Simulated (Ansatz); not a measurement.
Below is the output of a Python script on the Ansatz DFT code, driven from Python that makes a comparison of functionals at one structure of Hf, space group Fm-3m. Write a script that gives it. Use (first run): RPBE, PAW, cutoff 558 eV, 10×10×10 k-points, Fermi-Dirac smearing of 0.05 eV. The script varies functional: rpbe, r2scan, lda.

```xyz
1
Lattice="0.0000 2.2200 2.2200 2.2200 0.0000 2.2200 2.2200 2.2200 0.0000" Properties=species:S:1:pos:R:3 pbc="T T T"
Hf    0.0000    0.0000    0.0000
```

`python xc_hf.py` gives:
```text
functional,F/atom (eV),iterations,P (GPa),k-points
rpbe,-15733.70059,6,6.04489,47
r2scan,-15732.97767,6,2.53272,47
lda,-15476.78165,6,-5.73917,47
```

The script that was run (others could print the same):

Script `xc_hf.py`:
```python
# -*- coding: utf-8 -*-
'''One structure of Hf under several functionals.'''

import csv

import ansatz

crystal = (
    ansatz.Lattice.fcc(4.44)
    .space_group(225)
    .atom('Hf', (0.0, 0.0, 0.0))
    .primitive()
)

job = (
    crystal.calculation()
    .basis(41 * ansatz.Ry)
    .kpoints(10, 10, 10, center='gamma')
    .occupations('Fermi-Dirac', width=0.05)
    .stress()
)

rows = []
for value in ['rpbe', 'r2scan', 'lda']:
    data = job.functional(value).run().report
    rows.append((value, data['free_energy_ev'] / len(data['lattice']['sites']), data['n_iterations'], sum(data['stress_gpa'][i][i] for i in range(3)) / 3, data['n_kpoints']))

with open('xc.csv', 'w', newline='') as handle:
    writer = csv.writer(handle)
    writer.writerow(['functional', 'F/atom (eV)', 'iterations', 'P (GPa)', 'k-points'])
    writer.writerows([round(v, 5) if isinstance(v, float) else v for v in row] for row in rows)
print(open('xc.csv').read())
```

From lowest to highest: LDA (-5.7 GPa), r2SCAN (2.5 GPa) and RPBE (6.0 GPa). At a fixed cell a lower pressure usually means a smaller equilibrium volume, so LDA prefers the smallest cell and RPBE the largest.

The run is spin-unpolarised. For a metal this k-point mesh is coarse: on a finer one energies can move by several to tens of meV an atom and pressures by half a GPa or more, differences at one mesh by less. Pressure is positive in compression. Spin-orbit coupling, which matters for elements this heavy, is left out. This isn't the structure that Hf takes at ambient conditions. Total energies of different functionals can't be compared; pressures, moments and gaps at this one structure can. Cost: of the order of 4 core-seconds.

(A comment or docstring line of the script was reworded after the run, the code is as it ran; lines on the test bed's own set-up are left out of the output.)
